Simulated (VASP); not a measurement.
# C (Fd-3m) in VASP: a series of runs

The runs below take C through single point, with PBE.

Program: VASP 6.6.1. These are calculated values, not measurements. Logs are shortened: lines on timing, memory, paths and dates and some standing lists are left out, and cuts for length are marked.

**1. The structure**

It takes space group Fd-3m (No. 227, cubic). Conventional cell: a = 3.567 Å, b = 3.567 Å, c = 3.567 Å, α = 90.00°, β = 90.00°, γ = 90.00°. Around C (site symmetry -43m) lie 4 C at 1.54 Å.

This isn't the form of C at room conditions, which is graphite.

**2. Single point, PBE**

INCAR

```
SYSTEM = C
  ALGO = Normal
  EDIFF = 1E-7
  ENCUT = 400
  GGA = PE
  ISIF = 2
  ISMEAR = 0
  LASPH = .True.
  LCHARG = .False.
  LREAL = .False.
  LWAVE = .False.
  NELM = 100
  PREC = Accurate
  SIGMA = 0.02
```

KPOINTS

```
k-points
0
Gamma
  10 10 10
  0 0 0
```

POSCAR

```
C
1.0
    0.0000000000      1.7833700000      1.7833700000
    1.7833700000      0.0000000000      1.7833700000
    1.7833700000      1.7833700000      0.0000000000
C
2
Direct
    0.0000000000      0.0000000000      0.0000000000
    0.2500000000      0.2500000000      0.2500000000
```

Potentials or basis: VASP PAW PBE potentials, release 64 (C).

Run with:

```console
cat potpaw_PBE.64/C/POTCAR > POTCAR
mpirun -np 1 vasp_std > vasp.out
```

OUTCAR:

```text
SYSTEM = C
   EDIFF = 1E-7
   ENCUT = 400
   GGA = PE
   ISIF = 2
   ISMEAR = 0
   LASPH = .True.
   LREAL = .False.
   NELM = 100
   PREC = Accurate

 ion  position               nearest neighbor table
   1  0.000  0.000  0.000-   2 1.54   2 1.54   2 1.54   2 1.54
   2  0.250  0.250  0.250-   1 1.54   1 1.54   1 1.54   1 1.54

  LATTYP: Found a face centered cubic cell.
 ALAT       =     3.5667400000

  Lattice vectors:

 A1 = (   0.0000000000,   1.7833700000,   1.7833700000)
 A2 = (   1.7833700000,   0.0000000000,   1.7833700000)
 A3 = (   1.7833700000,   1.7833700000,   0.0000000000)

Analysis of symmetry for initial positions (statically):
=====================================================================
 Subroutine PRICEL returns:
 Original cell was already a primitive cell.

 Routine SETGRP: Setting up the symmetry group for a
 face centered cubic supercell.

 Subroutine GETGRP returns: Found 48 space group operations
 (whereof 24 operations were pure point group operations)
 out of a pool of 48 trial point group operations.

The static configuration has the point symmetry T_d .
 The point group associated with its full space group is O_h .

Analysis of symmetry for dynamics (positions and initial velocities):
=====================================================================
 Subroutine PRICEL returns:
 Original cell was already a primitive cell.

 Routine SETGRP: Setting up the symmetry group for a
 face centered cubic supercell.

 Subroutine GETGRP returns: Found 48 space group operations
 (whereof 24 operations were pure point group operations)
 out of a pool of 48 trial point group operations.

The dynamic configuration has the point symmetry T_d .
 The point group associated with its full space group is O_h .

 Subroutine INISYM returns: Found 48 space group operations
 (whereof 24 operations are pure point group operations),
 and found     1 'primitive' translations

----------------------------------------------------------------------------------------

                                     Primitive cell

  volume of cell :      11.3437

  direct lattice vectors                    reciprocal lattice vectors
     0.000000000  1.783370000  1.783370000    -0.280368067  0.280368067  0.280368067
     1.783370000  0.000000000  1.783370000     0.280368067 -0.280368067  0.280368067
     1.783370000  1.783370000  0.000000000     0.280368067  0.280368067 -0.280368067

  length of vectors
     2.522066041  2.522066041  2.522066041     0.485611737  0.485611737  0.485611737

  position of ions in fractional coordinates (direct lattice)
     0.000000000  0.000000000  0.000000000
     0.250000000  0.250000000  0.250000000

  ion indices of the primitive-cell ions
   primitive index   ion index
                 1           1
                 2           2

----------------------------------------------------------------------------------------

 KPOINTS: k-points

Automatic generation of k-mesh.
 Grid dimensions read from file:
 generate k-points for:   10   10   10

 Generating k-lattice:

  Cartesian coordinates                     Fractional coordinates (reciprocal lattice)
    -0.028036807  0.028036807  0.028036807     0.100000000  0.000000000  0.000000000
     0.028036807 -0.028036807  0.028036807     0.000000000  0.100000000  0.000000000
     0.028036807  0.028036807 -0.028036807     0.000000000  0.000000000  0.100000000

  Length of vectors
     0.048561174  0.048561174  0.048561174

  Shift w.r.t. Gamma in fractional coordinates (k-lattice)
     0.000000000  0.000000000  0.000000000

 Subroutine IBZKPT returns following result:
 ===========================================

 Found     47 irreducible k-points:

 Following reciprocal coordinates:
            Coordinates               Weight
  0.000000  0.000000  0.000000      1.000000
  0.100000  0.000000  0.000000      8.000000
  0.200000  0.000000  0.000000      8.000000
  0.300000  0.000000  0.000000      8.000000
  0.400000  0.000000  0.000000      8.000000
  0.500000  0.000000  0.000000      4.000000
[... 16 lines left out ...]
  0.300000  0.300000  0.000000      6.000000
  0.400000  0.300000  0.000000     24.000000
 [... further k-points ...]
   k-points           NKPTS =     47   k-points in BZ     NKDIM =     47   number of bands    NBANDS=      8
   number of dos      NEDOS =    301   number of ions     NIONS =      2
   total plane-waves  NPLWV =   4096
   dimension x,y,z NGX =    16 NGY =   16 NGZ =   16
   dimension x,y,z NGXF=    32 NGYF=   32 NGZF=   32
   ions per type =               2
   NGX,Y,Z   is equivalent  to a cutoff of  10.55, 10.55, 10.55 a.u.
   NGXF,Y,Z  is equivalent  to a cutoff of  21.09, 21.09, 21.09 a.u.
 SYSTEM =  C
   PREC   = accura    normal or accurate (medium, high low for compatibility)
   ISTART =      0    job   : 0-new  1-cont  2-samecut
   ICHARG =      2    charge: 1-file 2-atom 10-const
   ISPIN  =      1    spin polarized calculation?
   LNONCOLLINEAR =      F non collinear calculations
   LSORBIT =      F    spin-orbit coupling
   LASPH  =      T    aspherical Exc in radial PAW
   ENCUT  =  400.0 eV  29.40 Ry    5.42 a.u.   4.11  4.11  4.11*2*pi/ulx,y,z
   NELM   =    100;   NELMIN=  2; NELMDL= -5     # of ELM steps
   EDIFF  = 0.1E-06   stopping-criterion for ELM
   LREAL  =      F    real-space projection
   EDIFFG = 0.1E-05   stopping-criterion for IOM
   NSW    =      0    number of steps for IOM
   IBRION =     -1    ionic relax: 0-MD 1-quasi-New 2-CG
   NFREE  =      0    steps in history (QN), initial steepest desc. (CG)
   ISIF   =      2    stress and relaxation
   ISYM   =      2    0-nonsym 1-usesym 2-fastsym
   POTIM  = 0.5000    time-step for ionic-motion
   TEBEG  =    0.0;   TEEND  =   0.0 temperature during run
   PSTRESS=    0.0 pullay stress
   NELECT =       8.0000    total number of electrons
   NUPDOWN=      -1.0000    fix difference up-down
   EMIN   =  10.00;   EMAX   =-10.00  energy-range for DOS
   EFERMI =   0.00;   METHOD = LEGACY
   ISMEAR =     0;   SIGMA  =   0.02  broadening in eV -4-tet -1-fermi 0-gaus
   EFERMI_NEDOS =   21; number of points for ismear=-14 and -15
   IALGO  =     38    algorithm
   IMIX   =      4    mixing-type and parameters
     AMIX     =   0.40;   BMIX     =  1.00
     AMIX_MAG =   1.60;   BMIX_MAG =  1.00
  volume/ion in A,a.u.               =       5.67        38.28
  Fermi-wavevector in a.u.,A,eV,Ry     =   1.457203  2.753714 28.891161  2.123440
  Thomas-Fermi vector in A             =   2.574032
   LORBIT       =      0    0 simple, 1 ext, 2 COOP (PROOUT), +10 PAW based schemes
   GGA     = PE    functional components
   LHFCALC =     F    Hartree Fock is set to
   AEXX    =    0.0000 exact exchange contribution
   IVDW    =     0    specifies the selected vdW correction
   LEPSILON=     F    determine dielectric tensor
   LRPA    =     F    only Hartree local field effects (RPA)
 non-spin polarized calculation
 Gauss-broadening in eV      SIGMA  =   0.02
  energy-cutoff  :      400.00
  volume of cell :       11.34
 maximum number of plane-waves:       214
   NGX =  9   NGY =  9   NGZ =  9

 number of electron       7.9999996 magnetization

 Free energy of the ion-electron system (eV)
  ---------------------------------------------------
  ext. energy  EPLUGINS =         0.00000000
  ---------------------------------------------------
  free energy    TOTEN  =       -18.19303020 eV

  energy without entropy =      -18.19303020  energy(sigma->0) =      -18.19303020

 E-fermi :   9.9612     XC(G=0): -13.2507

 val. band max:        9.7509256079   @ k =   0.0000   0.0000   0.0000
 cond. band min:      13.8996649300   @ k =   0.4000   0.4000   0.0000
 fundamental gap:      4.1487393221
 Fermi energy:         9.9612117058

 k-point     1 :       0.0000    0.0000    0.0000
  band No.  band energies     occupation
      1     -11.7509      2.00000
      2       9.7509      2.00000
      3       9.7509      2.00000
      4       9.7509      2.00000
      5      15.3392      0.00000
      6      15.3392      0.00000
      7      15.3392      0.00000
      8      23.0537      0.00000

 k-point     2 :       0.1000    0.0000    0.0000
  band No.  band energies     occupation
      1     -11.4742      2.00000
      2       8.0613      2.00000
      3       9.3000      2.00000
      4       9.3000      2.00000
      5      15.9249      0.00000
      6      15.9249      0.00000
      7      16.2738      0.00000
      8      23.2991      0.00000

 k-point     3 :       0.2000    0.0000    0.0000
  band No.  band energies     occupation
      1     -10.6489      2.00000
      2       4.8452      2.00000
      3       8.4157      2.00000
      4       8.4157      2.00000
      5      17.0615      0.00000
      6      17.0615      0.00000
      7      17.4781      0.00000
      8      23.9599      0.00000

 k-point     4 :       0.3000    0.0000    0.0000
  band No.  band energies     occupation
      1      -9.2953      2.00000
      2       1.4467      2.00000
      3       7.6219      2.00000
      4       7.6219      2.00000
      5      17.8729      0.00000
      6      17.8729      0.00000
      7      18.1595      0.00000
      8      24.7732      0.00000

 k-point     5 :       0.4000    0.0000    0.0000
  band No.  band energies     occupation
      1      -7.4856      2.00000
      2      -1.6830      2.00000
      3       7.1094      2.00000
      4       7.1094      2.00000
      5      18.1640      0.00000
      6      18.1640      0.00000
      7      18.4771      0.00000
      8      25.3102      0.00000
[... 177 lines left out ...]
 k-point    22 :      -0.2000    0.2000    0.0000
  band No.  band energies     occupation
      1      -8.8474      2.00000
      2       2.7468      2.00000
      3       3.7253      2.00000
      4       7.7472      2.00000
      5      18.2332      0.00000
      6      18.3171      0.00000
      7      20.2415      0.00000
      8      23.3978      0.00000

 k-point    23 :       0.3000    0.3000    0.0000
  band No.  band energies     occupation
      1      -8.4794      2.00000
      2       3.6430      2.00000
      3       4.8442      2.00000
      4       4.8442      2.00000
      5      13.9643      0.00000
      6      18.4107      0.00000
      7      22.8754      0.00000
      8      22.8754      0.00000

 k-point    24 :       0.4000    0.3000    0.0000
  band No.  band energies     occupation
      1      -7.1611      2.00000
      2       1.6701      2.00000
      3       3.7468      2.00000
      4       4.3706      2.00000
      5      14.5247      0.00000
      6      17.7520      0.00000
      7      23.8452      0.00000
      8      23.9027      0.00000

 [... further k-points ...]
[... 5 lines left out ...]
  --------------------------------------------------------------------------------------
  -------------------------------------------------------------------------------------
  Total       -0.1314193     -0.1314193     -0.1314193     -0.0000000      0.0000000     -0.0000000
  in kB      -18.5615941    -18.5615941    -18.5615941     -0.0000000      0.0000000     -0.0000000
  external PRESSURE =     -18.5615941 kB  Pullay stress =       0.0000000 kB

 VOLUME and BASIS-vectors are now :
 -----------------------------------------------------------------------------
  energy-cutoff  :      400.00
  volume of cell :       11.34
      direct lattice vectors                 reciprocal lattice vectors
     0.000000000  1.783370000  1.783370000    -0.280368067  0.280368067  0.280368067
     1.783370000  0.000000000  1.783370000     0.280368067 -0.280368067  0.280368067
     1.783370000  1.783370000  0.000000000     0.280368067  0.280368067 -0.280368067

 POSITION                                       TOTAL-FORCE (eV/Angst)
 -----------------------------------------------------------------------------------
      0.00000      0.00000      0.00000        -0.000000     -0.000000     -0.000000
      0.89168      0.89168      0.89168         0.000000      0.000000      0.000000
 -----------------------------------------------------------------------------------
    total drift:                                0.000000      0.000000      0.000000

  FREE ENERGIE OF THE ION-ELECTRON SYSTEM (eV)
  ---------------------------------------------------
  free  energy   TOTEN  =       -18.1930302002 eV

  energy  without entropy=      -18.1930302002  energy(sigma->0) =      -18.19303020
```

Wall time 3.2 s (1 thread of Intel Xeon Platinum 8259CL at 2.50GHz (Skylake/Cascade Lake), shared host); peak memory 0.11 GiB.

Results:

- Free energy: -18.1930 eV
- Band gap on the k mesh: 4.15 eV, indirect (least direct gap 5.59 eV)

Levels at points of the mesh, in eV from the valence-band top:
```
           k point  band 2  band 3  band 4  band 5  band 6  band 7
(0.00, 0.00, 0.00)    0.00    0.00    0.00    5.59    5.59    5.59
(0.50, 0.00, 0.00)  -13.40   -2.82   -2.82    8.45    8.45    8.82
(0.50, 0.50, 0.00)  -12.79   -6.32   -6.32    4.74    4.74   16.85
```

Caveat: the cutoff is under 1.25 times the usual one of these potentials, so pressure, stress and relaxed cells hold a basis-set (Pulay) error.

(Continued in part 2 of 2.)
